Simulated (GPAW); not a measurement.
# Ta4C3 (Pm-3m) in GPAW: settings compared, part 2 of 2

GPAW 26.7.0. The steps go on from the part before.

## (3) Band structure, LDA

File run.py:

```python
from ase import Atoms
from ase.dft.bandgap import bandgap
from ase.io import write
from ase.units import GPa
from gpaw import GPAW, PW

atoms = Atoms(['Ta', 'Ta', 'Ta', 'Ta', 'C', 'C', 'C'],
              cell=[[4.445281, 0.0, 0.0],
                    [0.0, 4.445281, 0.0],
                    [0.0, 0.0, 4.445281]],
              scaled_positions=[[0.0, 0.0, 0.0],
                                [0.5, 0.5, 0.0],
                                [0.5, 0.0, 0.5],
                                [0.0, 0.5, 0.5],
                                [0.0, 0.0, 0.5],
                                [0.0, 0.5, 0.0],
                                [0.5, 0.0, 0.0]],
              pbc=True)

calc = GPAW(mode=PW(800),
            xc='LDA',
            kpts={'size': (5, 5, 5), 'gamma': True},
            occupations={'name': 'fermi-dirac', 'width': 0.05},
            nbands=57,
            convergence={'density': 1e-05, 'energy': 1e-05},
            maxiter=150,
            txt='gpaw.txt')
atoms.calc = calc
energy = atoms.get_potential_energy()
forces = atoms.get_forces()
stress = atoms.get_stress()
calc.write('gs.gpw')
write('result.traj', atoms)
print(f'Energy: {energy:.6f} eV')
print('Forces (eV/A):')
print(forces.round(4))
print('Stress (GPa):', (stress / GPa).round(3))
print('Fermi level:', round(calc.get_fermi_level(), 4), 'eV')
print(f'Gap: {bandgap(calc)[0]:.4f} eV, direct: {bandgap(calc, direct=True)[0]:.4f} eV')

path = atoms.cell.bandpath('GXMGRX,MR', npoints=100, eps=1e-4)
bs_calc = calc.fixed_density(kpts=path, symmetry='off', nbands=80,
                             convergence={'bands': 'CBM+6.0', 'eigenstates': 1e-6}, txt='bands.txt')
bs = bs_calc.band_structure()
bs.write('bs.json')
print(f'Gap on the path: {bandgap(bs_calc)[0]:.4f} eV')
```

Potentials or basis: the program's PAW data sets (release 1.2.1) made for this functional, pw.

Started as:

```sh
$ OMP_NUM_THREADS=1 python run.py
```

gpaw.txt:

```text
__  _  _
 | _ |_)|_||  |
 |__||  | ||/\| - 26.7.0

Input parameters:
  mode=PW(ecut=800.0),
  convergence={'density': 1e-05, 'energy': 1e-05},
  kpts=MonkhorstPack(size=(5, 5, 5), gamma=True),
  maxiter=150,
  nbands=57,
  occupations=Occupations(name='fermi-dirac', width=0.05),
  xc=XC(name='LDA')

Diagonalizing LCAO Hamiltonian
Converting LCAO to pw mode
    .----------.
   /|          |
  / |          |
 *  |          |
 | Ta          |
 |  .----------.
 C C   Taa    /
 |/          /
 Ta----C----*

Atoms  # Å, Bohr magnetons
|   | symbol |        x |        y |        z |    initial magnetic moments |
|---|--------|----------|----------|----------|-----------------------------|
| 0 |     Ta | 0.000000 | 0.000000 | 0.000000 | ( 0.0000,  0.0000,  0.0000) |
| 1 |     Ta | 2.222640 | 2.222640 | 0.000000 | ( 0.0000,  0.0000,  0.0000) |
| 2 |     Ta | 2.222640 | 0.000000 | 2.222640 | ( 0.0000,  0.0000,  0.0000) |
| 3 |     Ta | 0.000000 | 2.222640 | 2.222640 | ( 0.0000,  0.0000,  0.0000) |
| 4 |      C | 0.000000 | 0.000000 | 2.222640 | ( 0.0000,  0.0000,  0.0000) |
| 5 |      C | 0.000000 | 2.222640 | 0.000000 | ( 0.0000,  0.0000,  0.0000) |
| 6 |      C | 2.222640 | 0.000000 | 0.000000 | ( 0.0000,  0.0000,  0.0000) |

Unit cell  # Å
| periodic |        x |        y |        z |  lengths |    angles |
|----------|----------|----------|----------|----------|-----------|
|      yes | 4.445281 | 0.000000 | 0.000000 | 4.445281 | 90.000000 |
|      yes | 0.000000 | 4.445281 | 0.000000 | 4.445281 | 90.000000 |
|      yes | 0.000000 | 0.000000 | 4.445281 | 4.445281 | 90.000000 |

Number of symmetries: 48
Symmetry operations  # r_c * U_cc + t_c -> r_c
|    | kind |            matrix            |
|----|------|------------------------------|
|  0 |  E   |  1, 0, 0,  0, 1, 0,  0, 0, 1 |
|  1 |  σ   |  1, 0, 0,  0, 1, 0,  0, 0,-1 |
|  2 |  σ   |  1, 0, 0,  0, 0, 1,  0, 1, 0 |
|  3 |  C4  |  1, 0, 0,  0, 0, 1,  0,-1, 0 |
|  4 |  C4  |  1, 0, 0,  0, 0,-1,  0, 1, 0 |
|  5 |  σ   |  1, 0, 0,  0, 0,-1,  0,-1, 0 |
|  6 |  σ   |  1, 0, 0,  0,-1, 0,  0, 0, 1 |
|  7 |  C2  |  1, 0, 0,  0,-1, 0,  0, 0,-1 |
|  8 |  σ   |  0, 1, 0,  1, 0, 0,  0, 0, 1 |
|  9 |  C2  |  0, 1, 0,  1, 0, 0,  0, 0,-1 |
| 10 |  C3  |  0, 1, 0,  0, 0, 1,  1, 0, 0 |
| 11 |  S6  |  0, 1, 0,  0, 0, 1, -1, 0, 0 |
| 12 |  S6  |  0, 1, 0,  0, 0,-1,  1, 0, 0 |
| 13 |  C3  |  0, 1, 0,  0, 0,-1, -1, 0, 0 |
| 14 |  C4  |  0, 1, 0, -1, 0, 0,  0, 0, 1 |
| 15 |  S4  |  0, 1, 0, -1, 0, 0,  0, 0,-1 |
| 16 |  C3  |  0, 0, 1,  1, 0, 0,  0, 1, 0 |
| 17 |  S6  |  0, 0, 1,  1, 0, 0,  0,-1, 0 |
| 18 |  σ   |  0, 0, 1,  0, 1, 0,  1, 0, 0 |
| 19 |  C4  |  0, 0, 1,  0, 1, 0, -1, 0, 0 |
| 20 |  C2  |  0, 0, 1,  0,-1, 0,  1, 0, 0 |
| 21 |  S4  |  0, 0, 1,  0,-1, 0, -1, 0, 0 |
| 22 |  S6  |  0, 0, 1, -1, 0, 0,  0, 1, 0 |
| 23 |  C3  |  0, 0, 1, -1, 0, 0,  0,-1, 0 |
| 24 |  S6  |  0, 0,-1,  1, 0, 0,  0, 1, 0 |
| 25 |  C3  |  0, 0,-1,  1, 0, 0,  0,-1, 0 |
| 26 |  C4  |  0, 0,-1,  0, 1, 0,  1, 0, 0 |
| 27 |  σ   |  0, 0,-1,  0, 1, 0, -1, 0, 0 |
| 28 |  S4  |  0, 0,-1,  0,-1, 0,  1, 0, 0 |
| 29 |  C2  |  0, 0,-1,  0,-1, 0, -1, 0, 0 |
| 30 |  C3  |  0, 0,-1, -1, 0, 0,  0, 1, 0 |
| 31 |  S6  |  0, 0,-1, -1, 0, 0,  0,-1, 0 |
| 32 |  C4  |  0,-1, 0,  1, 0, 0,  0, 0, 1 |
| 33 |  S4  |  0,-1, 0,  1, 0, 0,  0, 0,-1 |
| 34 |  S6  |  0,-1, 0,  0, 0, 1,  1, 0, 0 |
| 35 |  C3  |  0,-1, 0,  0, 0, 1, -1, 0, 0 |
| 36 |  C3  |  0,-1, 0,  0, 0,-1,  1, 0, 0 |
| 37 |  S6  |  0,-1, 0,  0, 0,-1, -1, 0, 0 |
| 38 |  σ   |  0,-1, 0, -1, 0, 0,  0, 0, 1 |
| 39 |  C2  |  0,-1, 0, -1, 0, 0,  0, 0,-1 |
| 40 |  σ   | -1, 0, 0,  0, 1, 0,  0, 0, 1 |
| 41 |  C2  | -1, 0, 0,  0, 1, 0,  0, 0,-1 |
| 42 |  C2  | -1, 0, 0,  0, 0, 1,  0, 1, 0 |
| 43 |  S4  | -1, 0, 0,  0, 0, 1,  0,-1, 0 |
| 44 |  S4  | -1, 0, 0,  0, 0,-1,  0, 1, 0 |
| 45 |  C2  | -1, 0, 0,  0, 0,-1,  0,-1, 0 |
| 46 |  C2  | -1, 0, 0,  0,-1, 0,  0, 0, 1 |
| 47 |  i   | -1, 0, 0,  0,-1, 0,  0, 0,-1 |

BZ-sampling:
  Number of BZ points: 125
  Number of IBZ points: 10

  Monkhorst-Pack size: [5, 5, 5]
  Monkhorst-Pack shift: [0, 0, 0]

K-points  # in reciprocal-cell coordinates
|   |                                coordinates |     weight |
|---|--------------------------------------------|------------|
| 0 | (  0.00000000,   0.00000000,   0.00000000) | 0.00800000 |
| 1 | (  0.20000000,   0.00000000,   0.00000000) | 0.04800000 |
| 2 | (  0.20000000,   0.20000000,   0.00000000) | 0.09600000 |
| 3 | (  0.20000000,   0.20000000,   0.20000000) | 0.06400000 |
| 4 | (  0.40000000,   0.00000000,   0.00000000) | 0.04800000 |
| 5 | (  0.40000000,   0.20000000,   0.00000000) | 0.19200000 |
| 6 | (  0.40000000,   0.20000000,   0.20000000) | 0.19200000 |
| 7 | (  0.40000000,   0.40000000,   0.00000000) | 0.09600000 |
| 8 | (  0.40000000,   0.40000000,   0.20000000) | 0.19200000 |
| 9 | (  0.40000000,   0.40000000,   0.40000000) | 0.06400000 |

Plane wave coefficients: 4553
Cutoff: 800.0 eV

Spin-components: 1 (collinear spins)
Bands:           57
Projectors:      39
Spin-degeneracy: 2
Datatype:        complex128

Parallelization:
  kpt:    1
  domain: 1
  band:   1

Density:
  Valence electrons: 64.0
  Components: 1
  Grid points: [30 30 30]
  Charge: 0.0  # |e|

Potential:
  Grid points: [30 30 30]

species:
  Ta:
    name:    Tantalum
    Z:       73.0
    valence: 13
    core:    60
    charge:  0.0  # [|e|]
    compensation charges:
      type: gauss
      rc: 0.42  # [Å]
      lmax: 2
    cutoffs:
      filter: 2.36  # [Å]
      core: 3.45  # [Å]
    projectors
    | kind |    occ | energy [eV] | rcut [Å] |
    |------|--------|-------------|----------|
    |   5s |  2.000 |     -72.979 |    1.365 |
    |   6s |  2.000 |      -5.599 |    1.365 |
    |   5p |  6.000 |     -39.590 |    1.349 |
    |   6p |  0.000 |      -1.483 |    1.349 |
    |   5d |  3.000 |      -3.794 |    1.307 |
    |    d |        |      23.417 |    1.307 |

    Using partial waves for Ta as LCAO basis

  C:
    name:    Carbon
    Z:       6.0
    valence: 4
    core:    2
    charge:  0.0  # [|e|]
    compensation charges:
      type: gauss
      rc: 0.20  # [Å]
      lmax: 2
    cutoffs:
      filter: 1.14  # [Å]
      core: 1.14  # [Å]
    projectors
    | kind |    occ | energy [eV] | rcut [Å] |
    |------|--------|-------------|----------|
    |   2s |  2.000 |     -13.639 |    0.635 |
    |   2p |  2.000 |      -5.414 |    0.635 |
    |    s |        |      13.573 |    0.635 |
    |    p |        |      21.797 |    0.635 |
    |    d |        |       0.000 |    0.635 |

    Using partial waves for C as LCAO basis

Reference energy: -1698745.685940  # eV

eigensolver:
  PPCG
  Converge bands: occupied
  niter=2

density mixing:
  MSR1-Mixer
  Pratt-step length: 0.05
  Maximum mixing coefficient: 0.75
  Old densities: 10
  SVD Regularization: 0.005
  Good broyden scale: 1.0
  Trust region scale: 1.0
  Backstep threshold: 4.0
  History deletion threshold: 6.0
  Fourier metric: weight=20.0, sigma=0.015

occupation numbers:
  Fermi-Dirac:
    width: 0.0500  # eV

poisson solver:
  ecut: 6400.0  # eV

xc functional:
  name: None

convergence criteria:
[... 6 lines left out ...]
|iter     | |      energy | eigst |  dens |
|---------|-|-------------|-------|-------|
|iter:   1| |  -84.304262 | +0.18 |       |
|iter:   2| |  -82.370321 | -1.84 | -0.92 |
|iter:   3| |  -77.975722 | -0.69 | -0.98 |
|iter:   4| |  -77.866645 | -2.06 | -1.61 |
|iter:   5| |  -77.810383 | -2.78 | -1.82 |
|iter:   6| |  -77.819139 | -3.37 | -2.07 |
|iter:   7| |  -77.818894 | -4.34 | -2.83 |
|iter:   8| |  -77.818914c| -5.99 | -3.67 |
|iter:   9| |  -77.818913c| -7.17 | -4.12 |
|iter:  10| |  -77.818912c| -7.89c| -5.07c|

Converged in 10 steps
Energy contributions relative to reference atoms: (reference = -1698745.685940)

Energy contributions:
  Kinetic:          40.935964
  Coulomb:         -47.547628
  Zero:             -0.950621
  External:          0.000000
  Xc:              -70.239243
  Entropy:          -0.034767
  Spinorbit:         0.000000
  ----------------------------
  Free energy:     -77.836296
  Extrapolated:    -77.818912

dipole moment: (-49.648062, -49.648062, -49.648062)  # |e|*Ang

Fermi level: 12.312
Eigenvalues  # (at kpt = [0.000, 0.000, 0.000])
| band index |      eig [eV] | occ [0-2] |
|------------|---------------|-----------|
|          0 |       -56.022 |     2.000 |
|        ... |               |           |
|         27 |        11.117 |     2.000 |
|         28 |        11.117 |     2.000 |
|         29 |        11.822 |     2.000 |
|         30 |        11.822 |     2.000 |
|         31 |        11.822 |     2.000 |
|         32 |        11.828 |     2.000 |
[... 8 lines left out ...]
|         41 |        16.857 |     0.000 |
|         42 |        16.857 |     0.000 |
|        ... |               |           |
|         56 |        27.769 |     0.000 |

No gap
No difference between direct/indirect transitions

Forces  # eV/Ang
|       x |       y |        z |
|---------|---------|----------|
| 0.00000 | 0.00000 |  0.00000 |  # Ta   0
| 0.00000 | 0.00000 |  0.00000 |  # Ta   1
| 0.00000 | 0.00000 |  0.00000 |  # Ta   2
| 0.00000 | 0.00000 |  0.00000 |  # Ta   3
| 0.00000 | 0.00000 | -0.00000 |  # C    4
| 0.00000 | 0.00000 |  0.00000 |  # C    5
| 0.00000 | 0.00000 |  0.00000 |  # C    6

Stress tensor  # eV/Ang^3
|        x |        y |        z |
|----------|----------|----------|
| 0.089910 | 0.000000 | 0.000000 |
| 0.000000 | 0.089910 | 0.000000 |
| 0.000000 | 0.000000 | 0.089910 |

# Writing to gs.gpw (mode='')
```

Wall time 5.6 min (1 thread of Arm Neoverse V2, shared host); peak memory 1 GiB.

Results:

* Free energy: -77.8363 eV
* Pressure: -14.4 GPa
* Band gap along the path: none (metal or under the smearing width)

Levels at the corners of the path, in eV from the Fermi level:
```tsv
point	band 28	band 29	band 30	band 31	band 32	band 33	band 34	band 35	band 36	band 37
Γ	-1.20	-1.20	-0.49	-0.49	-0.49	-0.48	-0.48	-0.48	1.43	1.43
X	-2.75	-2.06	-1.81	-1.81	0.31	0.31	0.82	2.00	2.37	2.37
M	-4.17	-1.65	-1.60	-0.31	-0.31	1.72	1.77	1.77	2.04	3.38
Γ	-1.20	-1.20	-0.49	-0.49	-0.49	-0.48	-0.48	-0.48	1.43	1.43
R	-4.85	-1.01	-1.01	-1.01	0.05	3.28	3.28	3.28	3.32	3.32
X	-2.75	-2.06	-1.81	-1.81	0.31	0.31	0.82	2.00	2.37	2.37
M	-4.17	-1.65	-1.60	-0.31	-0.31	1.72	1.77	1.77	2.04	3.38
R	-4.85	-1.01	-1.01	-1.01	0.05	3.28	3.28	3.28	3.32	3.32
```

Caveat: spin-orbit coupling is left out, which moves the levels of the heavy elements.

## (4) Equation of state, LDA

File run.py:

```python
from ase import Atoms
from ase.eos import EquationOfState
from ase.io import Trajectory
from ase.units import GPa
from gpaw import GPAW, PW

atoms = Atoms(['Ta', 'Ta', 'Ta', 'Ta', 'C', 'C', 'C'],
              cell=[[4.445281, 0.0, 0.0],
                    [0.0, 4.445281, 0.0],
                    [0.0, 0.0, 4.445281]],
              scaled_positions=[[0.0, 0.0, 0.0],
                                [0.5, 0.5, 0.0],
                                [0.5, 0.0, 0.5],
                                [0.0, 0.5, 0.5],
                                [0.0, 0.0, 0.5],
                                [0.0, 0.5, 0.0],
                                [0.5, 0.0, 0.0]],
              pbc=True)

traj = Trajectory('eos.traj', 'w')
volumes, energies = [], []
for x in [0.94, 0.96, 0.98, 1.0, 1.02, 1.04, 1.06]:
    a = atoms.copy()
    a.set_cell(atoms.cell * x**(1 / 3), scale_atoms=True)
    calc = GPAW(mode=PW(800),
                xc='LDA',
                kpts={'size': (5, 5, 5), 'gamma': True},
                occupations={'name': 'fermi-dirac', 'width': 0.05},
                nbands=57,
                convergence={'density': 1e-05, 'energy': 1e-05},
                maxiter=150,
                txt=f'eos-{x:.2f}.txt')
    a.calc = calc
    energies.append(a.get_potential_energy(force_consistent=True))
    volumes.append(a.get_volume())
    p = -a.get_stress()[:3].mean() / GPa
    calc.write(f'eos-{x:.2f}.gpw')
    traj.write(a)
    print(f'{x:.2f} {volumes[-1]:10.4f} A^3 {energies[-1]:14.6f} eV {p:9.3f} GPa', flush=True)

v0, e0, B = EquationOfState(volumes, energies, eos='birchmurnaghan').fit()
print(f'V0 = {v0:.4f} A^3, E0 = {e0:.6f} eV, B0 = {B / GPa:.2f} GPa')
```

Started as:

```sh
$ OMP_NUM_THREADS=1 python run.py
```

It took 5.4 min on 1 thread of Arm Neoverse V2, shared host; peak memory 0.51 GiB.

Results (log left out):

```yaml
Equilibrium_volume: 11.95 Å³/atom
Bulk_modulus: 325 GPa
Pressure_derivative_of_the_bulk_modulus: 4.2
```

Energy against volume, from the lowest point:
| volume (Å³/atom) | energy (meV/atom) |
| --- | --- |
| 11.796 | 1.46 |
| 12.047 | 0.00 |
| 12.298 | 8.81 |
| 12.549 | 26.80 |
| 12.800 | 53.07 |
| 13.051 | 86.74 |
| 13.302 | 127.03 |

The run has no spin-orbit coupling, so splittings on Ta are missing.

## (5) The reference run

An earlier run on the cell as given: functional PBEsol; potentials or basis PAW data sets generated in the run's folder for this functional; cutoff 800 eV; basis pw; k mesh 6 × 6 × 6; occupations fermi-dirac, width 0.05 eV; no spin polarisation.

- Pressure: -8.1 GPa
- Band gap on the k mesh: none (metal or under the smearing width)

## (6) Summary

```tsv
task	level	potentials or basis	k mesh	band path	band points	pressure (GPa)
band structure	PBEsol	PAW data sets generated in the run's folder for this functional, pw	5 × 5 × 5	GXMGRX,MR	100	-8.1
band structure	LDA	the program's PAW data sets (release 1.2.1) made for this functional, pw	5 × 5 × 5	GXMGRX,MR	100	-14.4
equation of state	LDA	the program's PAW data sets (release 1.2.1) made for this functional, pw	5 × 5 × 5	-	-	-
single point	PBEsol	PAW data sets generated in the run's folder for this functional, pw	6 × 6 × 6	-	-	-8.1
```

Alike in all rows: no spin polarisation; cell as given; cutoff (eV) 800; smearing fermi-dirac 0.05 eV.

Caveats: spin-orbit coupling is left out, which moves the levels of the heavy elements (some runs).

Total energies depend on the potentials used, so only differences within one code and one set of settings carry meaning.
